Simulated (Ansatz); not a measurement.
Crystal: Ta2N.

```
Ta N
1.0
     3.11286    0.00000    0.00000
    -1.55643    2.69582    0.00000
     0.00000    0.00000    4.86984
Ta N
2 1
Direct
  0.33333 0.66667 0.25471
  0.66667 0.33333 0.74529
  0.00000 0.00000 0.00000
```

The cell comes from a database or a generator and needn't be the stable form of this composition.

- Program: Ansatz 0.2.0
- Task: relaxation of cell and atoms
- Functional: PBEsol
- Potentials or basis: all-electron LAPW, scalar-relativistic
- Basis error allowed: 0.002 eV/atom
- k mesh: 10 × 10 × 6
- Occupations: fermi-dirac, width 0.05 eV
- Spin: no spin polarisation

At the start: volume 13.62 Å³/atom.

Task: Where does the relaxation end?

Result: Over 7 steps the energy falls by 12.9 meV/atom and the volume is 13.20 Å³/atom (-3.1 %); space group P-3m1 (No. 164, to 0.05 Å).

The path:
| step | energy change (eV) | largest force (eV/Å) | volume (Å³) |
| --- | --- | --- | --- |
| 1 | 0.0000 | 0.2955 | 40.87 |
| 2 | -0.0360 | 0.1682 | 39.82 |
| 3 | -0.0383 | 0.0673 | 39.56 |
| 4 | -0.0385 | 0.0328 | 39.56 |
| 5 | -0.0387 | 0.0060 | 39.59 |
| 6 | -0.0387 | 0.0005 | 39.59 |
| 7 | -0.0387 | 0.0005 | 39.59 |

Final structure:
```
Ta N
1.0
     3.07830    0.00000    0.00000
    -1.53915    2.66589    0.00000
     0.00000    0.00000    4.82483
Ta N
2 1
Cartesian
  0.0000 1.7773 1.2237
  1.5392 0.8886 3.6011
  0.0000 0.0000 0.0000
```
